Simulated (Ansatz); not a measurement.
# Sn2Ge: the cost of one run

Program: Ansatz 0.2.0. PAW datasets, plane waves. The calculation is spin-unpolarised, and the structure need not be a phase that has been made.

### 1 The cell

The cell was relaxed beforehand with r2SCAN.

Space group P3m1 (No. 156), trigonal; conventional cell a = 4.456 Å, c = 10.830 Å, 31.04 Å³ an atom. Ge has 4 Sn at 2.65–2.70 Å; Ge has 4 Sn at 2.66–2.70 Å; Sn has 4 Sn at 2.78–2.84 Å; Sn has 4 Ge at 2.66–2.70 Å; Sn has 3 Ge at 2.70 Å and 1 Sn at 2.84 Å.

The structure in full:

Space group P3m1 (No. 156). a = 4.456 Å, b = 4.456 Å, c = 10.830 Å, α = 90.00°, β = 90.00°, γ = 120.00°
```tsv
atom	site	symmetry	x	y	z
Ge	1a	3m.	0.0000	0.0000	0.9925
Ge	1c	3m.	0.6667	0.3333	0.6718
Sn	1b	3m.	0.3333	0.6667	0.3344
Sn	1c	3m.	0.6667	0.3333	0.9176
Sn	1b	3m.	0.3333	0.6667	0.5965
Sn	1a	3m.	0.0000	0.0000	0.2373
```

### 2 PBE band path

Contents of input.yaml:

```yaml
crystal:
  lattice:
    - [4.4557997908, 0.0, 0.0]
    - [-2.2278998954, 3.8588358131, 0.0]
    - [0.0, 0.0, 10.8302803197]
  atoms:
    - { symbol: Ge, position: [0.0, 0.0, -0.0074855361] }
    - { symbol: Ge, position: [0.6666666667, 0.3333333333, 0.671778684] }
    - { symbol: Sn, position: [0.3333333333, 0.6666666667, 0.3344090057] }
    - { symbol: Sn, position: [0.6666666667, 0.3333333333, 0.9175818747] }
    - { symbol: Sn, position: [0.3333333333, 0.6666666667, 0.5964564279] }
    - { symbol: Sn, position: [0.0, 0.0, 0.2372595438] }
kpoints:
  mp_grid: { grid: [6, 6, 2] }
  band_path:
    path:
      - [[0.0, 0.0, 0.0], [0.5, -6.013225225886e-17, -7.665520647963e-18], [0.3333333333333, 0.3333333333333, -3.115077448683e-18], [0.0, 0.0, 0.0], [-1.485067802989e-35, -2.548021614962e-35, 0.5], [0.5, -5.955621612935e-17, 0.5], [0.3333333333333, 0.3333333333333, 0.5], [-1.485067802989e-35, -2.548021614962e-35, 0.5]]
      - [[0.5, -5.955621612935e-17, 0.5], [0.5, -6.013225225886e-17, -7.665520647963e-18]]
      - [[0.3333333333333, 0.3333333333333, 0.5], [0.3333333333333, 0.3333333333333, -3.115077448683e-18]]
    npoints: 10
hamiltonian:
  xc: pbe
scf:
  occupations: { method: fermi_dirac, width: 0.02 }
  n_extra_bands: 5
output:
  forces: true
  stress: true
  eigenvalues: true
```

On the command line:

```console
ansatz run input.yaml --threads 4 --pin off --max-ram 6451MiB --backend cpu --events-out ev --progress --plain --runs-dir out
```

Q: Estimate wall time and peak memory on 4 threads of Intel Xeon at 2.50GHz (Skylake/Cascade Lake), shared host.

About 26 s, with a peak of 0.79 GiB.
